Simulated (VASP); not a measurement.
The system is TiO2.

```
Ti O
1.0
     4.59984    0.00000    0.00000
     0.00000    4.59984    0.00000
     0.00000    0.00000    2.95921
Ti O
2 4
Direct
  0.00000 0.00000 0.50000
  0.50000 0.50000 0.00000
  0.30432 0.30432 0.50000
  0.19568 0.80432 0.00000
  0.80432 0.19568 0.00000
  0.69568 0.69568 0.50000
```

The cell is a database's computed one.

| Item | Value |
| --- | --- |
| Program | VASP 6.6.1 |
| Task | relaxation of cell and atoms |
| Functional | PBE |
| Potentials or basis | VASP PAW PBE potentials, release 64 (Ti_sv, O) |
| Cutoff | 600 eV |
| k mesh | 6 × 6 × 9 |
| Occupations | fermi-dirac, width 0.05 eV |
| Spin | no spin polarisation |

At the start: pressure 4.7 GPa; volume 10.44 Å³/atom.

Question: Where does the relaxation end?

Answer: Over 5 steps the energy falls by 3.4 meV/atom and the volume is 10.67 Å³/atom (+2.2 %); space group P4_2/mnm (No. 136, to 0.05 Å).

Step by step:
```csv
step,energy change (eV),largest force (eV/Å),pressure (GPa),volume (Å³)
1,0.0000,0.0197,4.68,62.61
2,0.0066,0.1941,-5.05,65.41
3,-0.0183,0.0811,-0.03,63.88
4,-0.0201,0.0223,0.02,63.97
5,-0.0203,0.0049,0.03,64.01
```

Final structure:
```
Ti O
1.0
     4.64481    0.00000    0.00000
     0.00000    4.64481    0.00000
     0.00000    0.00000    2.96692
Ti O
2 4
Cartesian
  0.0000 0.0000 1.4835
  2.3224 2.3224 0.0000
  1.4168 1.4168 1.4835
  0.9056 3.7392 0.0000
  3.7392 0.9056 0.0000
  3.2280 3.2280 1.4835
```
